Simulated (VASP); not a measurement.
Runs of VASP 6.6.1 on Ge. Symmetry: I4/mmm, No. 139, tetragonal system. Conventional cell: a = 3.217 Å, b = 3.217 Å, c = 3.746 Å, α = 90.00°, β = 90.00°, γ = 90.00°. Around Ge (site symmetry 4/mmm) lie 12 Ge at 2.95 to 3.22 Å. The cell was built by a generator and needn't be a form met in nature.

| task | level | spin | cell | cutoff (eV) | smearing | gap on the mesh (eV) | pressure (GPa) | relaxed volume (Å³/atom) |
| --- | --- | --- | --- | --- | --- | --- | --- | --- |
| relaxation of cell and atoms | RPBE | off | relaxed | 600 | gaussian 0.05 eV | none | 0.0 | 20.15 |
| single point | PBE | off | as given | 520 | fermi-dirac 0.05 eV | none | 0.7 | - |
| relaxation of cell and atoms | PBE | off | relaxed | 600 | gaussian 0.05 eV | none | 0.0 | (a) |
| single point | rev-vdW-DF2 | collinear, ferromagnetic start | as given | 520 | gaussian 0.1 eV | none | 0.3 | - |

Alike in all rows: potentials or basis VASP PAW PBE potentials, release 64 (Ge_d); k mesh 12 × 12 × 12.

Question: Estimate the missing entries.

Answer: (a) 19.64.

Caveats: the PAW data sets were made with another functional, which shifts forces and pressure a little (some runs).

A k mesh can miss the band edges, and the runs leave out spin-orbit coupling on Ge.

A gap of «none» marks a metal or a gap under the smearing width.
